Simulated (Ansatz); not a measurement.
Nudged elastic band run: Si8HO16, charge +1

input.yaml

```yaml
crystal:
  lattice:
    - [-4.1773, -4.1773, 0.0]
    - [4.1773, -4.1773, 0.0]
    - [0.0, 0.0, 5.3304]
  atoms:
    - { symbol: Si, position: [0.49862437, 0.49539004, 0.00025926] }
    - { symbol: Si, position: [-0.00206589, 0.49994619, 0.24835175] }
    - { symbol: O, position: [0.19334663, 0.49140187, 0.0002621] }
    - { symbol: O, position: [-0.01052842, 0.19418259, 0.25306685] }
    - { symbol: O, position: [0.80271921, 0.50376607, 0.00025412] }
    - { symbol: O, position: [0.00451723, 0.80662586, 0.25139586] }
    - { symbol: Si, position: [0.48811923, 0.49139419, 0.50025973] }
    - { symbol: Si, position: [-0.00204392, 0.49995973, 0.7521613] }
    - { symbol: O, position: [0.18928218, 0.49228415, 0.50025505] }
    - { symbol: O, position: [-0.01052319, 0.19418601, 0.74744304] }
    - { symbol: O, position: [0.79868457, 0.5158566, 0.50026874] }
    - { symbol: O, position: [0.00453102, 0.80663159, 0.74913058] }
    - { symbol: Si, position: [-0.00892155, -0.00051873, 0.00025901] }
    - { symbol: Si, position: [0.48940925, -0.00343367, 0.24129351] }
    - { symbol: O, position: [0.68828569, -0.00860135, 0.00025711] }
    - { symbol: O, position: [0.48923609, 0.69074597, 0.24997376] }
    - { symbol: O, position: [0.29668892, 0.0040284, 0.00025465] }
    - { symbol: O, position: [0.50496795, 0.29766144, 0.25282224] }
    - { symbol: Si, position: [0.01991873, 0.00509196, 0.50026329] }
    - { symbol: Si, position: [0.48938671, -0.00342906, 0.75921047] }
    - { symbol: O, position: [0.69720343, -0.03321571, 0.50026394] }
    - { symbol: O, position: [0.48922711, 0.69074701, 0.75052041] }
    - { symbol: O, position: [0.31038156, 0.00290788, 0.50024667] }
    - { symbol: O, position: [0.50495513, 0.29766505, 0.74769738] }
    - { symbol: H, position: [0.72415584, 0.79630032, 0.50028461] }
total_charge: 1
basis:
  ecutwfc: 420.0
kpoints:
  mp_grid: { grid: [2, 2, 2] }
hamiltonian:
  xc: pbe
  pseudopotentials: { kind: paw, azcp: { folder: soft_1 } }
scf:
  occupations: { method: fermi_dirac, width: 0.05 }
  lower_state_search: "off"
neb:
  images: 5
  f_tol: 0.05
  initial_path: idpp
  max_iterations: 44
  final_atoms:
    - { symbol: Si, position: [0.50914436, 0.50031707, -0.00053056] }
    - { symbol: Si, position: [0.01073039, 0.50310831, 0.24056374] }
    - { symbol: O, position: [0.20347234, 0.4957828, -0.00053711] }
    - { symbol: O, position: [-0.00485853, 0.20205057, 0.25208333] }
    - { symbol: O, position: [0.81191769, 0.50837092, -0.0005071] }
    - { symbol: O, position: [0.0109961, 0.80892795, 0.24921198] }
    - { symbol: Si, position: [0.4803882, 0.49483871, 0.49947827] }
    - { symbol: Si, position: [0.01067752, 0.50310222, 0.75836998] }
    - { symbol: O, position: [0.18981011, 0.49673539, 0.4994737] }
    - { symbol: O, position: [-0.00486107, 0.20204782, 0.7468921] }
    - { symbol: O, position: [0.80306836, 0.53276894, 0.49949493] }
    - { symbol: O, position: [0.01101565, 0.80892302, 0.74974109] }
    - { symbol: Si, position: [0.00153984, 0.00428443, -0.00051649] }
    - { symbol: Si, position: [0.50231647, -0.00012202, 0.24762228] }
    - { symbol: O, position: [0.69754686, -0.00389256, -0.00051903] }
    - { symbol: O, position: [0.49562834, 0.6931315, 0.25054982] }
    - { symbol: O, position: [0.3068933, 0.00843384, -0.00052078] }
    - { symbol: O, position: [0.51076808, 0.30556492, 0.25236901] }
    - { symbol: Si, position: [0.01195603, 0.00820617, 0.4994821] }
    - { symbol: Si, position: [0.50229707, -0.00013493, 0.75134723] }
    - { symbol: O, position: [0.70156135, -0.0166195, 0.49948247] }
    - { symbol: O, position: [0.49564843, 0.69313046, 0.74841367] }
    - { symbol: O, position: [0.31086099, 0.00746834, 0.49947406] }
    - { symbol: O, position: [0.51076581, 0.30556611, 0.74658893] }
    - { symbol: H, position: [0.77628595, 0.70314613, 0.49950253] }
  order_check: true
```

Command:

```bash
$ ansatz run input.yaml --threads 1 --pin off --max-ram 3072MiB --backend cpu --events-out ev --progress --plain --runs-dir out
```

Output, in part (warnings, iteration lines):

```
NEB end point (image 0): max|allowed force component| = 2.505e-2 eV/Å (the criterion of neb.relax_end_points is 1.000e-2)
NEB end point (image 6): max|allowed force component| = 2.196e-2 eV/Å (the criterion of neb.relax_end_points is 1.000e-2)
NEB iter   1: max|band force component| = 1.638e0 eV/Å  barrier→ = 0.4522 eV  barrier← = 0.4522 eV  Δτ_max = 0.0920 Å  (66 SCF iters)
NEB iter   2: max|band force component| = 1.144e0 eV/Å  barrier→ = 0.2690 eV  barrier← = 0.2690 eV  Δτ_max = 0.1974 Å  (35 SCF iters)
NEB iter   3: max|band force component| = 1.703e0 eV/Å  barrier→ = 0.2707 eV  barrier← = 0.2707 eV  Δτ_max = 0.0995 Å  (38 SCF iters)
NEB iter   4: max|band force component| = 4.796e-1 eV/Å  barrier→ = 0.1602 eV  barrier← = 0.1603 eV  CI = image 3  Δτ_max = 0.0201 Å  (35 SCF iters)
NEB iter   5: max|band force component| = 1.001e-1 eV/Å  barrier→ = 0.1534 eV  barrier← = 0.1534 eV  CI = image 3  Δτ_max = 0.0051 Å  (30 SCF iters)
NEB iter   6: max|band force component| = 3.311e-2 eV/Å  barrier→ = 0.1522 eV  barrier← = 0.1522 eV  CI = image 3  CI's point: of a kind that is not told: the force calls were inconclusive, a negative curvature could not be distinguished from the path's own, the only one lies far off the path, or fixed occupations may fill a level only in part  Δτ_max = 0.0000 Å  (252 SCF iters)
```

The forces met the threshold. By the program's own check the climbing image is of a kind that is not told: the force calls were inconclusive, a negative curvature could not be distinguished from the path's own, the only one lies far off the path, or fixed occupations may fill a level only in part (lowest curvatures found: -7.05 and 3.66 eV/Å²). Limits of this set-up: coarse k mesh, charged cell in a uniform background, uncorrected.

Final band (atoms are numbered from 1 in the order of the input):

```tsv
image	path coordinate (Å)	energy (eV)	O21–H25 (Å)	O11–H25 (Å)
0	0.00	0.000	1.02	1.71
1	0.13	0.023	1.05	1.58
2	0.27	0.096	1.12	1.42
3	0.40	0.152	1.26	1.26
4	0.54	0.096	1.42	1.12
5	0.67	0.023	1.58	1.05
6	0.81	0.000	1.71	1.02
```

Time of the run: 7.7 min on 1 thread of Arm Neoverse V1, with other jobs on the host, peak memory 0.77 GiB.
